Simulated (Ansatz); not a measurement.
## PbS in Ansatz: the effect of functional

The system is PbS.

```
CELL_PARAMETERS angstrom
2.12665 1.22782 3.47478
-2.12665 1.22782 3.47478
0.00000 -2.45565 3.47478
ATOMIC_POSITIONS crystal
Pb 0.98057 0.98057 0.98057
S 0.47504 0.47504 0.47504
```

The cell is a database's computed one.

The cell isn't the ideal one: volume scaled by 1.02.

Alike in all runs:

- Program: Ansatz 0.2.0
- Task: single point
- Potentials or basis: Ansatz PAW
- k mesh: 8 × 8 × 8
- Occupations: fermi-dirac, width 0.05 eV
- Spin: no spin polarisation

```csv
functional,cutoff,gap on the mesh (eV),pressure (GPa)
PBEsol,420 eV (not typed: the program's choice for these potentials),0.41,-3.0
LDA,420 eV (not typed: the program's choice for these potentials),0.39,-4.6
r2SCAN,500 eV (not typed: the program's choice for these potentials),?,?
```

Q: What does the run with functional r2SCAN give?

A: gap on the mesh 0.78 eV; pressure -1.1 GPa.

Caveats: spin-orbit coupling is left out, which as a rule narrows the gap of such compounds by several tenths of an eV; the PAW data sets come from PBE, with cores solved anew for the run's functional, which leaves a small shift of forces and pressure.

A k mesh can miss the band edges.

Runs at the PBE level aren't shown here.
